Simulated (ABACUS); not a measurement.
Crystal: BP.

```
P B
1.0
     0.00000    2.26900    2.26900
     2.26900    0.00000    2.26900
     2.26900    2.26900    0.00000
P B
1 1
Direct
  0.75000 0.75000 0.75000
  0.00000 0.00000 0.00000
```

Program: ABACUS 3.10.1. Alike in all runs: task single point; potentials or basis SG15 ONCV 1.2 PBE, DZP LCAO (the cutoffs set its grid); no spin polarisation; cell as given; k mesh 4 × 4 × 4; cutoff (eV) 1361; smearing fermi-dirac 0.05 eV; the mesh is coarse, so values aren't converged.

Task: Order these runs on this cell by their band gap on the k mesh, lowest first.
A. level PBE0-type (share 0.4); share of exact exchange 0.4
B. level PBE0-type (share 0.25); share of exact exchange 0.25
C. level PBE0-type (share 0.1); share of exact exchange 0.1

Result: C (2.00 eV), B (2.92 eV), A (3.87 eV).

Caveats: all runs use coarse meshes; the atomic orbitals were generated for these runs and aren't a published set; gaps of hybrids in this basis differ from plane-wave ones by up to 0.1 eV; the basis of atomic orbitals isn't converged, which shifts pressures, moduli and gaps.

A k mesh can miss the band edges.

Runs at the PBE level aren't shown here.
